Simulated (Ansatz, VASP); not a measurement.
**C: VASP beside Ansatz**

```xyz
1
Lattice="0.0000 1.4836 1.4836 1.4836 0.0000 1.4836 1.4836 1.4836 0.0000" Properties=species:S:1:pos:R:3 pbc="T T T"
C     0.0000    0.0000    0.0000
```

Alike in both runs: functional PBE; k mesh 23 × 23 × 23; occupations fermi-dirac, width 0.1 eV; no spin polarisation.

Ansatz relaxed the structure, and its values are those at the end. VASP's run is a single point on that final structure, the one shown.

|  | VASP | Ansatz |
| --- | --- | --- |
| version | VASP 6.6.1 | Ansatz 0.2.0 |
| potentials or method | VASP PAW PBE potentials, release 64 (C), cutoff 520 eV | all-electron LAPW, scalar-relativistic |

```tsv
	VASP	Ansatz	Ansatz less VASP
pressure (GPa)	21.2	21.0	-0.14
```

Ansatz ran all-electron here, so the differences hold the error of VASP's frozen core and of both bases.

Caveats: so large a pressure means that the cell lies far from this level's equilibrium, or that cutoff or potentials fall short (VASP).
